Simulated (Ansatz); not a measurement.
**CsI (Pm-3m) under several functionals**

Plane-wave DFT in Ansatz with scalar-relativistic PAW potentials. The same structure was relaxed (cell and atoms, symmetry kept) in separate runs at each level. No spin polarisation.

```csv
level,cutoff (eV),k mesh,V (Å³/atom),a (Å),gap (eV),B0 (GPa)
LDA,420,6×6×6,42.645,4.402,3.80,–
PBEsol,420,6×6×6,45.664,4.503,3.85,–
PBE,420,6×6×6,50.794,4.666,3.69,10
```

Task: Where does r2SCAN (500 eV, k mesh 6×6×6) fall?

Result: V (Å³/atom) 48.955, a (Å) 4.609, gap (eV) 4.52, B0 (GPa) 12. Its volume is between those of PBEsol and PBE. The usual order of volumes, LDA < PBEsol < PBE, holds here (42.645, 45.664, 50.794 Å³/atom). As a rule LDA overbinds; PBEsol, built on the gradient expansion of slowly varying densities, lies between LDA and PBE; PBE's stronger gradient term for exchange weakens bonds. r2SCAN lies 3.6 % under PBE in volume. B0 goes from 12.1 to 9.9 GPa as the volume grows by 3.8 %; on one curve with B' = 5.1 the volume alone, B ∝ V^(−B'), would give 10.1 GPa, and the rest of the difference is the functional's own stiffness. Each gap belongs to its own cell, so it mixes the functional's effect with that of the volume; gaps are the least found on the k mesh or on a band path.

Spin-orbit coupling is left out, which matters for the bands of heavy elements.